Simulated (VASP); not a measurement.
PbF2 (Fluorocronite):

```
Pb F
1.0
     0.00000    2.96366    2.96366
     2.96366    0.00000    2.96366
     2.96366    2.96366    0.00000
Pb F
1 2
Direct
  0.00000 0.00000 0.00000
  0.25000 0.25000 0.25000
  0.75000 0.75000 0.75000
```

- Program: VASP 6.6.1
- Task: relaxation of cell and atoms
- Functional: LDA
- Potentials or basis: VASP PAW LDA potentials, release 64 (Pb_d, F)
- Cutoff: 600 eV
- k mesh: 8 × 8 × 8
- Occupations: gaussian, width 0.03 eV
- Spin: no spin polarisation

At the start: pressure -4.6 GPa; volume 17.35 Å³/atom.

Problem. Where does the relaxation end?

Solution. Over 3 steps the energy falls by 15.3 meV/atom and the volume is 16.34 Å³/atom (-5.8 %); space group Fm-3m (No. 225, to 0.05 Å).

Step by step:
```csv
step,energy change (eV),largest force (eV/Å),pressure (GPa),volume (Å³)
1,0.0000,0.0000,-4.59,52.06
2,-0.0436,0.0000,1.14,48.40
3,-0.0459,0.0000,0.01,49.02
```

Final structure:
```xyz
3
Lattice="0.0000 2.9048 2.9048 2.9048 0.0000 2.9048 2.9048 2.9048 0.0000" Properties=species:S:1:pos:R:3 pbc="T T T"
Pb    0.0000    0.0000    0.0000
F     1.4524    1.4524    1.4524
F     4.3572    4.3572    4.3572
```
